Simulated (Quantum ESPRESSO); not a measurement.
# HgTe (Coloradoite): zone-centre phonons under several settings

```
CELL_PARAMETERS angstrom
0.00000 3.21450 3.21450
3.21450 0.00000 3.21450
3.21450 3.21450 0.00000
ATOMIC_POSITIONS crystal
Hg 0.00000 0.00000 0.00000
Te 0.75000 0.75000 0.75000
```

All runs used Quantum ESPRESSO 7.5; k mesh 7 × 7 × 7; no spin polarisation; cutoff 1088 eV.

| level | potentials | geometry | occupations | volume (Å³/atom) | pressure (GPa) | lowest optical mode without the field (cm⁻¹) |
| --- | --- | --- | --- | --- | --- | --- |
| PBE | PseudoDojo 0.4.1 SR PBE standard | given cell, atoms relaxed | gaussian, width 0.272 eV | 33.22 | 4.6 | 123 |
| LDA | PseudoDojo 0.4.1 SR LDA standard | relaxed cell | methfessel-paxton, width 0.136 eV | ? | 0.0 | ? |

Task: What stands in the row left open?

Result: Volume 33.34 Å³/atom; lowest optical mode without the field 116 cm⁻¹.

Caveats: the cell is more than 3 GPa from zero pressure, which shifts response properties (some runs).
